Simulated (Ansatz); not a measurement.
**Competing collinear orders in CoSi (Pm-3m)**

The source of the geometry is a structure from the Materials Project, repeated to hold the magnetic orders; atoms and cell stay fixed.

Common settings: PBE, 13×13×7 k mesh, Fermi–Dirac smearing of 0.03 eV. PAW means Ansatz 0.2.0 on its default frozen-core files; LAPW is all-electron LAPW in Ansatz 0.2.0. Site moments are integrated in spheres about the atoms, whose radii differ between the methods.

The reference run was typed so:

```yaml
crystal:
  lattice:
    - [2.781334, 0.0, 0.0]
    - [0.0, 2.781334, 0.0]
    - [0.0, 0.0, 5.562668]
  atoms:
    - { symbol: Co, position: [0.0, 0.0, 0.0], spin: 2.0 }
    - { symbol: Co, position: [0.0, 0.0, 0.5], spin: 2.0 }
    - { symbol: Si, position: [0.5, 0.5, 0.25] }
    - { symbol: Si, position: [0.5, 0.5, 0.75] }
magnetization:
  spin_polarized: true
kpoints:
  mp_grid: { grid: [13, 13, 7] }
scf:
  occupations: { method: fermi_dirac, width: 0.03 }
  lower_state_search: "off"
hamiltonian:
  xc: pbe
  pseudopotentials: { kind: paw }
output:
  forces: true
  stress: true
  eigenvalues: true
  populations: true
  write_density: true
  write_potential: true
  elf: true
  volumetric_format: npy
```

Command: `ansatz run input.yaml --threads 2 --pin off --max-ram 6144MiB --backend cpu --events-out ev --progress --plain --runs-dir out`

The input for «start Co1↑ Co2↓» by LAPW differs from it in these lines, output keys apart:

```diff
-    - { symbol: Co, position: [0.0, 0.0, 0.0], spin: 2.0 }
-    - { symbol: Co, position: [0.0, 0.0, 0.5], spin: 2.0 }
+    - { symbol: Co, position: [0.0, 0.0, 0.0], spin: 0.6 }
+    - { symbol: Co, position: [0.0, 0.0, 0.5], spin: -0.6 }
-  pseudopotentials: { kind: paw }
+  pseudopotentials: { kind: all_electron, lapw: { basis_error: 0.0005 } }
```

Energies count from the run that starts all moments parallel. Patterns list the atoms that start with 0.5 μB or more.

| start | ΔF PAW (meV/atom) | ΔF LAPW (meV/atom) | largest moment, PAW (μB) | M, PAW (μB/cell) | order at the end, PAW | P, PAW (GPa) |
| --- | --- | --- | --- | --- | --- | --- |
| Co1↑, Co2↑ | 0.0 | 0.0 | 0.61 | 1.19 | kept | 0.9 |
| Co1↑, Co2↓ | +10.4 | +11.4 | ? | 0.00 | kept | -0.6 |
| no spin polarisation | ? | – | 0.00 | 0.00 | – | -0.8 |

**Question.** What belongs in the row "Co1↑, Co2↓", column "largest moment, PAW (μB)"?

**Answer.** 0.23.

**Question.** What belongs in the row "no spin polarisation", column "ΔF PAW (meV/atom)"?

**Answer.** +10.7.

The lowest of these ends as follows. Site moments (μB): Co1 0.61, Co2 0.61, Si3 0.01, Si4 0.01. Cell moment 1.19 μB. Orders of other supercells weren't tried and can lie lower.

The Ansatz runs typed with the search for lower states off end where their start leads. None of this fixes the real material's magnetic order: only patterns that fit the cell were computed, at zero temperature, with a functional that can overstate moments.
